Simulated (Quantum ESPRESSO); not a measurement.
# Tc (P-1) in Quantum ESPRESSO: convergence with wavefunction cutoff

Aim: find how far wavefunction cutoff must go before the results for Tc settle, at PBE. This setting moves, with any that are tied to it; all else stays.

All numbers are computed with Quantum ESPRESSO 7.5; they aren't measurements. Logs are shortened: lines on timing, memory, paths and dates and some standing lists are left out, and cuts for length are marked.

### 1 The cell of the first run

The typed cell holds 2 atoms: a = 2.740 Å, b = 2.740 Å, c = 4.398 Å, α = 90.00°, β = 90.00°, γ = 120.00°.

The cell isn't the ideal one: atoms moved at random, drawn with an rms of 0.05 Å.

### 2 With wavefunction cutoff 28 Ry

pw.in reads:

```
&CONTROL
  calculation = 'scf'
  prefix = 'pwscf'
  outdir = './tmp'
  pseudo_dir = './pseudo'
  tprnfor = .true.
  tstress = .true.
  disk_io = 'nowf'
/
&SYSTEM
  ibrav = 0
  nat = 2
  ntyp = 1
  ecutwfc = 28
  nbnd = 22
  occupations = 'smearing'
  smearing = 'gaussian'
  degauss = 0.00367493
/
&ELECTRONS
  conv_thr = 4d-10
  electron_maxstep = 120
  mixing_beta = 0.5
/
ATOMIC_SPECIES
Tc    97.9072 Tc_ONCV_PBE-1.2.upf
CELL_PARAMETERS angstrom
   2.7400000000    0.0000000000    0.0000000000
  -1.3700000000    2.3729096064    0.0000000000
   0.0000000000    0.0000000000    4.3980000000
ATOMIC_POSITIONS crystal
Tc     0.6499490000    0.3300850000    0.7450650000
Tc     0.3411890000    0.6657310000    0.2615210000
K_POINTS automatic
9 9 5 0 0 0
```

Potentials or basis: SG15 PBE 1.2.

Run with:

```bash
OMP_NUM_THREADS=1 pw.x -in pw.in > pw.out
```

pw.out:

```text
This program is part of the open-source Quantum ESPRESSO suite
     for quantum simulation of materials; please cite
         "P. Giannozzi et al., J. Phys.:Condens. Matter 21 395502 (2009);
         "P. Giannozzi et al., J. Phys.:Condens. Matter 29 465901 (2017);
         "P. Giannozzi et al., J. Chem. Phys. 152 154105 (2020);
     in publications or presentations arising from this work. More details at

     G-vector sticks info
     --------------------
     sticks:   dense  smooth     PW     G-vecs:    dense   smooth      PW
     Sum         211     211     73                 3861     3861     761

     Using Slab Decomposition

     bravais-lattice index     =            0
     lattice parameter (alat)  =       5.1778  a.u.
     unit-cell volume          =     192.9672 (a.u.)^3
     number of atoms/cell      =            2
     number of atomic types    =            1
     number of electrons       =        30.00
     number of Kohn-Sham states=           22
     kinetic-energy cutoff     =      28.0000  Ry
     charge density cutoff     =     112.0000  Ry
     scf convergence threshold =      4.0E-10
     mixing beta               =       0.5000
     number of iterations used =            8  plain     mixing
     Exchange-correlation= PBE
                           (   1   4   3   4   0   0   0)

     celldm(1)=   5.177850  celldm(2)=   0.000000  celldm(3)=   0.000000
     celldm(4)=   0.000000  celldm(5)=   0.000000  celldm(6)=   0.000000

     crystal axes: (cart. coord. in units of alat)
               a(1) = (   1.000000   0.000000   0.000000 )
               a(2) = (  -0.500000   0.866025   0.000000 )
               a(3) = (   0.000000   0.000000   1.605109 )

     reciprocal axes: (cart. coord. in units 2 pi/alat)
               b(1) = (  1.000000  0.577350 -0.000000 )
               b(2) = (  0.000000  1.154701  0.000000 )
               b(3) = (  0.000000 -0.000000  0.623010 )

     PseudoPot. # 1 for Tc read from file:
     Tc_ONCV_PBE-1.2.upf
     Pseudo is Norm-conserving, Zval = 15.0
     Generated using ONCVPSP code by D. R. Hamann
     Using radial grid of  602 points,  6 beta functions with:
                l(1) =   0
                l(2) =   0
                l(3) =   1
                l(4) =   1
                l(5) =   2
                l(6) =   2

     atomic species   valence    mass     pseudopotential
     Tc               15.00    97.90720     Tc( 1.00)

     No symmetry found

   Cartesian axes

     site n.     atom                  positions (alat units)
         1        Tc     tau(   1) = (   0.4849065   0.2858620   1.1959109  )
         2        Tc     tau(   2) = (   0.0083235   0.5765400   0.4197698  )

     number of k points=   203  Gaussian smearing, width (Ry)=  0.0037

     Number of k-points >= 100: set verbosity='high' to print them.

     Dense  grid:     3861 G-vectors     FFT dimensions: (  18,  18,  27)

     Initial potential from superposition of free atoms

     starting charge      29.8530, renormalised to      30.0000
     Starting wfcs are random

     Self-consistent Calculation

     iteration #  1     ecut=    28.00 Ry     beta= 0.50
     Davidson diagonalization with overlap
     ethr =  1.00E-02,  avg # of iterations =  8.6

     Threshold (ethr) on eigenvalues was too large:
     Diagonalizing with lowered threshold

     Davidson diagonalization with overlap
     ethr =  3.57E-04,  avg # of iterations =  1.8

     total energy              =    -322.47504986 Ry
     estimated scf accuracy    <       0.09946348 Ry

     iteration #  2     ecut=    28.00 Ry     beta= 0.50
     Davidson diagonalization with overlap
     ethr =  3.32E-04,  avg # of iterations =  2.1

     total energy              =    -322.49471226 Ry
     estimated scf accuracy    <       0.00283823 Ry

     iteration #  3     ecut=    28.00 Ry     beta= 0.50
     Davidson diagonalization with overlap
     ethr =  9.46E-06,  avg # of iterations =  3.6

     total energy              =    -322.49539860 Ry
     estimated scf accuracy    <       0.00113230 Ry
[... 26 lines left out ...]
     total energy              =    -322.49560741 Ry
     estimated scf accuracy    <       0.00000048 Ry

     iteration #  8     ecut=    28.00 Ry     beta= 0.50
     Davidson diagonalization with overlap
     ethr =  1.59E-09,  avg # of iterations =  2.0

     total energy              =    -322.49560753 Ry
     estimated scf accuracy    <          8.2E-09 Ry

     iteration #  9     ecut=    28.00 Ry     beta= 0.50
     Davidson diagonalization with overlap
     ethr =  2.73E-11,  avg # of iterations =  2.0

     End of self-consistent calculation

     Number of k-points >= 100: set verbosity='high' to print the bands.

     the Fermi energy is    22.8091 ev

!    total energy              =    -322.49560753 Ry
     estimated scf accuracy    <          2.9E-10 Ry
     smearing contrib. (-TS)   =      -0.00012106 Ry
     internal energy E=F+TS    =    -322.49548647 Ry

     The total energy is F=E-TS. E is the sum of the following terms:
     one-electron contribution =     -47.92916430 Ry
     hartree contribution      =      43.82702573 Ry
     xc contribution           =     -35.29702001 Ry
     ewald contribution        =    -283.09632788 Ry

     convergence has been achieved in   9 iterations

     Forces acting on atoms (cartesian axes, Ry/au):

     atom    1 type  1   force =     0.01133154    0.00074313    0.00319840
     atom    2 type  1   force =    -0.01133154   -0.00074313   -0.00319840

     Total force =     0.016684     Total SCF correction =     0.000128

     Computing stress (Cartesian axis) and pressure

          total   stress  (Ry/bohr**3)                   (kbar)     P=      -33.85
  -0.00022929  -0.00006267   0.00009213          -33.73       -9.22       13.55
  -0.00006267  -0.00021413   0.00000311           -9.22      -31.50        0.46
   0.00009213   0.00000311  -0.00024689           13.55        0.46      -36.32

=------------------------------------------------------------------------------=
   JOB DONE.
=------------------------------------------------------------------------------=
```

It took 28 s on 1 thread of Arm Neoverse V2, shared host; peak memory 0.06 GiB.

What came out:

| Quantity | Value |
| --- | --- |
| Free energy | -4387.7763 eV |
| Pressure | -3.4 GPa |
| Largest force | 0.303 eV/Å |
| Band gap on the k mesh | none (metal or under the smearing width) |

### 3 With wavefunction cutoff 35 Ry

pw.in: that of step 2 with these lines changed.

```diff
@@ -13,3 +13,3 @@
   ntyp = 1
-  ecutwfc = 28
+  ecutwfc = 35
   nbnd = 22
```

Potentials or basis: SG15 PBE 1.2.

Run with:

```bash
OMP_NUM_THREADS=1 pw.x -in pw.in > pw.out
```

It took 27 s on 1 thread of Arm Neoverse V2, shared host; peak memory 0.07 GiB.

Results:

```
Free energy            : -4387.8782 eV
Pressure               : 3.7 GPa
Largest force          : 0.307 eV/Å
Band gap on the k mesh : none (metal or under the smearing width)
```

### 4 With wavefunction cutoff 42 Ry

pw.in: that of step 3 with these lines changed.

```diff
@@ -13,3 +13,3 @@
   ntyp = 1
-  ecutwfc = 35
+  ecutwfc = 42
   nbnd = 22
```

Run with:

```bash
OMP_NUM_THREADS=1 pw.x -in pw.in > pw.out
```

It took 52 s on 1 thread of Arm Neoverse V2, shared host; peak memory 0.09 GiB.

What came out:

- Free energy: -4387.8872 eV
- Pressure: 3.7 GPa
- Largest force: 0.308 eV/Å
- Band gap on the k mesh: none (metal or under the smearing width)

### 5 With wavefunction cutoff 49 Ry

pw.in: that of step 4 with these lines changed.

```diff
@@ -13,3 +13,3 @@
   ntyp = 1
-  ecutwfc = 42
+  ecutwfc = 49
   nbnd = 22
```

Run with:

```bash
OMP_NUM_THREADS=1 pw.x -in pw.in > pw.out
```

Wall time 66 s (1 thread of Arm Neoverse V2, shared host); peak memory 0.1 GiB.

What came out:

```
Free energy            : -4387.8886 eV
Pressure               : 3.8 GPa
Largest force          : 0.308 eV/Å
Band gap on the k mesh : none (metal or under the smearing width)
```

### 6 With wavefunction cutoff 56 Ry

pw.in: that of step 5 with these lines changed.

```diff
@@ -13,3 +13,3 @@
   ntyp = 1
-  ecutwfc = 49
+  ecutwfc = 56
   nbnd = 22
```

Potentials or basis: SG15 PBE 1.2.

Run with:

```bash
OMP_NUM_THREADS=1 pw.x -in pw.in > pw.out
```

Wall time 66 s (1 thread of Arm Neoverse V2, shared host); peak memory 0.12 GiB.

Results (log left out):

```
Free energy            : -4387.8914 eV
Pressure               : 3.7 GPa
Largest force          : 0.307 eV/Å
Band gap on the k mesh : none (metal or under the smearing width)
```

### 7 With wavefunction cutoff 63 Ry

pw.in: that of step 6 with these lines changed.

```diff
@@ -13,3 +13,3 @@
   ntyp = 1
-  ecutwfc = 56
+  ecutwfc = 63
   nbnd = 22
```

Run with:

```bash
OMP_NUM_THREADS=1 pw.x -in pw.in > pw.out
```

Wall time 1.9 min (1 thread of Arm Neoverse V2, shared host); peak memory 0.14 GiB.

It converged, with:

| Item | Value |
| --- | --- |
| Free energy | -4387.8946 eV |
| Pressure | 3.8 GPa |
| Largest force | 0.308 eV/Å |
| Band gap on the k mesh | none (metal or under the smearing width) |

### 8 With wavefunction cutoff 70 Ry

pw.in: that of step 7 with these lines changed.

```diff
@@ -13,3 +13,3 @@
   ntyp = 1
-  ecutwfc = 63
+  ecutwfc = 70
   nbnd = 22
```

Run with:

```bash
OMP_NUM_THREADS=1 pw.x -in pw.in > pw.out
```

It took 2 min on 1 thread of Arm Neoverse V2, shared host; peak memory 0.16 GiB.

Results (log left out):

| Property | Result |
| --- | --- |
| Free energy | -4387.8954 eV |
| Pressure | 3.8 GPa |
| Largest force | 0.308 eV/Å |
| Band gap on the k mesh | none (metal or under the smearing width) |

### 9 With wavefunction cutoff 84 Ry

pw.in: that of step 8 with these lines changed.

```diff
@@ -13,3 +13,3 @@
   ntyp = 1
-  ecutwfc = 70
+  ecutwfc = 84
   nbnd = 22
```

Potentials or basis: SG15 PBE 1.2.

Run with:

```bash
OMP_NUM_THREADS=1 pw.x -in pw.in > pw.out
```

It took 2 min on 1 thread of Arm Neoverse V2, shared host; peak memory 0.21 GiB.

The run converged. Its results:

```yaml
Free_energy: -4387.8955 eV
Pressure: 3.8 GPa
Largest_force: 0.308 eV/Å
Band_gap_on_the_k_mesh: none (metal or under the smearing width)
```

### 10 With wavefunction cutoff 105 Ry

pw.in: that of step 9 with these lines changed.

```diff
@@ -13,3 +13,3 @@
   ntyp = 1
-  ecutwfc = 84
+  ecutwfc = 105
   nbnd = 22
```

Run with:

```bash
OMP_NUM_THREADS=1 pw.x -in pw.in > pw.out
```

Run time: 3.4 min. Hardware: 1 thread of Arm Neoverse V2, shared host; peak memory 0.28 GiB.

The run converged. Its results:

```yaml
Free_energy: -4387.8955 eV
Pressure: 3.8 GPa
Largest_force: 0.308 eV/Å
Band_gap_on_the_k_mesh: none (metal or under the smearing width)
```

### 11 Summary

| wavefunction cutoff | energy less the tightest run, at zero smearing (meV/atom) | pressure (GPa) | largest force (eV/Å) | SCF cycles | CPU time (s) | peak memory (GiB) |
| --- | --- | --- | --- | --- | --- | --- |
| 28 Ry | 59.61 | -3.38 | 0.303 | 9 | 28 | 0.06 |
| 35 Ry | 8.63 | 3.74 | 0.307 | 10 | 27 | 0.07 |
| 42 Ry | 4.14 | 3.74 | 0.308 | 9 | 52 | 0.09 |
| 49 Ry | 3.44 | 3.79 | 0.308 | 10 | 66 | 0.1 |
| 56 Ry | 2.04 | 3.70 | 0.307 | 10 | 66 | 0.12 |
| 63 Ry | 0.47 | 3.75 | 0.308 | 10 | 110 | 0.14 |
| 70 Ry | 0.05 | 3.80 | 0.308 | 10 | 120 | 0.16 |
| 84 Ry | 0.01 | 3.81 | 0.308 | 9 | 120 | 0.21 |
| 105 Ry | 0.00 | 3.80 | 0.308 | 9 | 200 | 0.28 |

Against the tightest run, the energy stays within 1 meV/atom from 63 Ry on; the pressure stays within 0.1 GPa from 35 Ry on; the largest force stays within 0.005 eV/Å from 28 Ry on. The tightest run that finished is the yardstick and may itself not be fully converged.
